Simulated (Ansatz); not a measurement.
System: Ta (fcc type), 1 atom in the cell.

Level of theory: PBE with spin–orbit coupling, all-electron LAPW, point nucleus (Ansatz 0.2.0 development build).

k-mesh 4×4×4 Γ-centred; Fermi–Dirac smearing of 0.15 eV.

```
CELL_PARAMETERS angstrom
0.00000 2.11050 2.11050
2.11050 0.00000 2.11050
2.11050 2.11050 0.00000
ATOMIC_POSITIONS crystal
Ta 0.00000 0.00000 0.00000
```

(1) Is the cell under compression or tension, and by how much?

Results:

(1) The pressure is 0.81 GPa, so at these settings the cell is compressed and would expand.

The k-mesh is coarse, so these values belong to this mesh and can lie far from the converged ones. This cubic structure is a model: it isn't the usual form of the substance at ambient conditions, and such phases are metastable or hypothetical.
